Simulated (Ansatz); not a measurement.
The system is Ga2O3.

```
Ga O
1.0
     6.10700   -1.51855    0.00000
     6.10700    1.51855    0.00000
    -1.38599    0.00000    5.63001
Ga O
4 6
Cartesian
  3.2184 0.0000 3.8621
  7.6096 0.0000 1.7679
  10.8240 0.0000 1.1564
  0.0041 0.0000 4.4736
  5.1267 0.0000 4.1853
  5.7013 0.0000 1.4447
  9.4919 0.0000 2.4592
  1.3361 0.0000 3.1708
  8.9710 0.0000 5.0118
  1.8570 0.0000 0.6182
```

* Program: Ansatz 0.2.0
* Task: relaxation of cell and atoms
* Functional: LDA
* Potentials or basis: Ansatz PAW
* Cutoff: 420 eV (not typed: the program's choice for these potentials)
* k mesh: 9 × 9 × 5
* Occupations: fermi-dirac, width 0.05 eV
* Spin: no spin polarisation

At the start: volume 10.44 Å³/atom.

How do energy, volume and symmetry change on relaxing?

It ends after 9 steps and the volume is 10.22 Å³/atom (-2.1 %); space group C2/m (No. 12, to 0.05 Å).

Step by step:
| step | energy change (eV) | largest force (eV/Å) | volume (Å³) |
| --- | --- | --- | --- |
| 1 | 0.0000 | 0.0881 | 104.42 |
| 2 | -0.0310 | 0.0739 | 103.10 |
| 3 | -0.0404 | 0.0276 | 102.29 |
| 4 | -0.0403 | 0.0190 | 102.31 |
| 5 | -0.0404 | 0.0174 | 102.31 |
| 6 | -0.0404 | 0.0011 | 102.32 |
| 7 | -0.0278 | 0.0008 | 102.32 |
| 8 | -0.0285 | 0.0002 | 102.22 |
| 9 | -0.0279 | 0.0002 | 102.22 |

Final structure:
```
CELL_PARAMETERS angstrom
6.06736 -1.50790 0.00562
6.06736 1.50790 0.00562
-1.37181 0.00000 5.58517
ATOMIC_POSITIONS crystal
Ga 0.34111 0.34111 0.68570
Ga 0.65889 0.65889 0.31430
Ga 0.90930 0.90930 0.20494
Ga 0.09070 0.09070 0.79506
O 0.50357 0.50357 0.74420
O 0.49643 0.49643 0.25580
O 0.82692 0.82692 0.43780
O 0.17308 0.17308 0.56220
O 0.83431 0.83431 0.89065
O 0.16569 0.16569 0.10935
```

Caveat: the plane-wave basis is chosen anew once the cell has moved, so the energies of steps on either side of that aren't comparable; the pressure holds a Pulay correction of +1.0 GPa for the finite cutoff; the PAW data sets come from PBE, with cores solved anew for the run's functional, which leaves a small shift of forces and pressure.
